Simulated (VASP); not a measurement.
A run of VASP 6.6.1:

INCAR

```
PREC = Accurate
ENCUT = 600
EDIFF = 1E-6
ISMEAR = 0
SIGMA = 0.03
LREAL = False
LASPH = True
NELM = 80
ALGO = Normal
ISIF = 3
LWAVE = False
LCHARG = False
GGA = MK
LUSE_VDW = True
AGGAC = 0.0
PARAM1 = 0.1234
PARAM2 = 0.711357
ZAB_VDW = -1.8867
IBRION = 2
NSW = 90
EDIFFG = -0.01
```

Contents of KPOINTS:

```
regular mesh
0
Gamma
  12 12 12
```

File POSCAR:

```
MgO
1.0
    0.0000000000      2.1085000000      2.1085000000
    2.1085000000      0.0000000000      2.1085000000
    2.1085000000      2.1085000000      0.0000000000
Mg O
1 1
Direct
    0.0000000000      0.0000000000      0.0000000000
    0.5000000000      0.5000000000      0.5000000000
```

Potentials or basis: VASP PAW PBE potentials, release 64 (Mg, O).

The run is started by

```console
$ cat potpaw_PBE.64/Mg/POTCAR potpaw_PBE.64/O/POTCAR > POTCAR
$ mpirun -np 1 vasp_std > vasp.out
```

Hardware: 1 thread of Intel(R) Xeon(R) 6975P-C (Granite Rapids) (shared host).

Question: How long does it take, and how much memory?

Answer: It took 33 s on 1 thread of Intel(R) Xeon(R) 6975P-C (Granite Rapids), with other jobs on the host, peak memory 0.27 GiB. Counts: scf iterations 16, k points 72, ion steps 2.
